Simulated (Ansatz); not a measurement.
Runs of Ansatz 0.2.0 on KF (Carobbiite). Symmetry: Fm-3m, No. 225, cubic system. The conventional cell has a = 5.344 Å, b = 5.344 Å, c = 5.344 Å, α = 90.00°, β = 90.00°, γ = 90.00°. Around K (site symmetry m-3m) lie 6 F at 2.67 Å. F (site symmetry m-3m) is surrounded by 6 K at 2.67 Å. 

| cell | gap on the mesh (eV) | pressure (GPa) |
| --- | --- | --- |
| relaxed | 6.14 | 0.0 |
| relaxed to 30 GPa | (b) | 30.0 |
| relaxed to 10 GPa | 7.21 | 10.0 |
| relaxed to 5 GPa | 6.77 | 5.0 |
| relaxed to 20 GPa | (a) | 20.0 |

Alike in all rows: task relaxation of cell and atoms; level PBEsol; potentials or basis all-electron LAPW, scalar-relativistic; no spin polarisation; k mesh 9 × 9 × 9; smearing fermi-dirac 0.05 eV; basis error allowed 0.001 eV/atom.

Question: Estimate the missing entries.

Answer: (a) 7.79; (b) 7.78.

Caveats: an odd mesh through Γ misses points on the zone boundary, where band edges often lie.
